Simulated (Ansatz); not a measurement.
Runs of Ansatz 0.2.0 on Nb. The structure is cubic, space group Fm-3m (No. 225). The conventional cell has a = 4.230 Å, b = 4.230 Å, c = 4.230 Å, α = 90.00°, β = 90.00°, γ = 90.00°. Nb (site symmetry m-3m) has 12 Nb at 2.99 Å as nearest neighbours. This isn't the form of Nb at room conditions, which is bcc.

```tsv
task	level	potentials or basis	cell	k mesh	cutoff (eV)	smearing	points for each segment of the path	other keys	mesh quality	gap on the mesh (eV)	pressure (GPa)
atomic charges	r2SCAN50	Ansatz PAW earlier set	volume scaled by 0.92	8 × 8 × 8	770	gaussian 0.15 eV	-	-	not flagged	none	12.1
band structure	RPBE	SSSP efficiency PAW	cell strained at random at fixed volume	11 × 11 × 11	544	fermi-dirac 0.025 eV	14	-	not flagged	none	1.0
single point	PBE0	Ansatz NC	as given	7 × 7 × 7	1116	fermi-dirac 0.1 eV	-	-	coarse	none	(a)
single point	B3LYP+D3(BJ)	PseudoDojo standard (PBE files)	as given	7 × 7 × 7	1116	cold 0.001 eV	-	scf.occupations.method = cold; scf.occupations.width = 0.001	coarse	none	-13.1
```

Alike in all rows: no spin polarisation.

Q: Estimate the missing entries.

A: (a) -4.6.

Caveats: some runs use coarse meshes; the thresholds are loose for stress (some runs); the potentials were made for another functional, which shifts forces and pressure (some runs); the PAW data sets come from PBE, with cores solved anew for the run's functional, which leaves a small shift of forces and pressure (some runs); pairwise dispersion overbinds metals, which lowers pressure and volume (some runs).

A k mesh can miss the band edges, and the runs leave out spin-orbit coupling on Nb.

A gap of «none» marks a metal or a gap under the smearing width.

Runs at the PBE level aren't shown here.
